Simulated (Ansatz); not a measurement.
# K2S: the cost of one run

Computed with Ansatz 0.2.0 (DFT PBEsol, all-electron LAPW, scalar-relativistic unless said, unless a step's input says otherwise).

## Step 1: The starting structure

Symmetry: Fm-3m, No. 225, cubic system. Conventional cell: a = 7.336 Å, b = 7.336 Å, c = 7.336 Å, α = 90.00°, β = 90.00°, γ = 90.00°. Around K (site symmetry -43m) lie 4 S at 3.18 Å. Around S (site symmetry m-3m) lie 8 K at 3.18 Å.

Structure file:

```
CELL_PARAMETERS angstrom
3.66791 3.66791 0.00000
-3.66791 3.66791 0.00000
0.00000 3.66791 3.66791
ATOMIC_POSITIONS crystal
K 0.25000 0.75000 0.50000
K 0.75000 0.25000 0.50000
S 0.00000 0.00000 0.00000
```

Cartesian axes are those of the input's lattice vectors. The structure goes back to a database entry.

## Step 2: Reference run, fine mesh, LAPW

input.yaml reads:

```yaml
crystal:
  lattice:
    - [3.66791064118, 3.66791064118, 0.0]
    - [-3.66791064118, 3.66791064118, 0.0]
    - [0.0, 3.66791064118, 3.66791064118]
  atoms:
    - { symbol: K, position: [0.25, 0.75, 0.5] }
    - { symbol: K, position: [0.75, 0.25, 0.5] }
    - { symbol: S, position: [0.0, 0.0, 0.0] }
kpoints:
  mp_grid: { grid: [6, 6, 6] }
scf:
  occupations: { method: fixed }
hamiltonian:
  xc: pbesol
  pseudopotentials: { kind: all_electron, lapw: { basis_error: 0.001 } }
output:
  forces: true
  stress: true
  eigenvalues: true
  eigenstates:
    nscf_kmesh: { grid: [10, 10, 10] }
    de_dk: true
    e_range: [-9, 12.34746424647]
checkpoint:
  write: ck
  write_wavefunctions: false
```

Started as:

```
$ ansatz run input.yaml --threads 1 --pin off --max-ram 3072MiB --backend cpu --events-out ev --progress --plain --runs-dir out
```

Q: Estimate wall time and peak memory on 1 thread of Intel Xeon 6975P-C (Granite Rapids), shared host.

About 6.4 s, with a peak of 0.29 GiB.
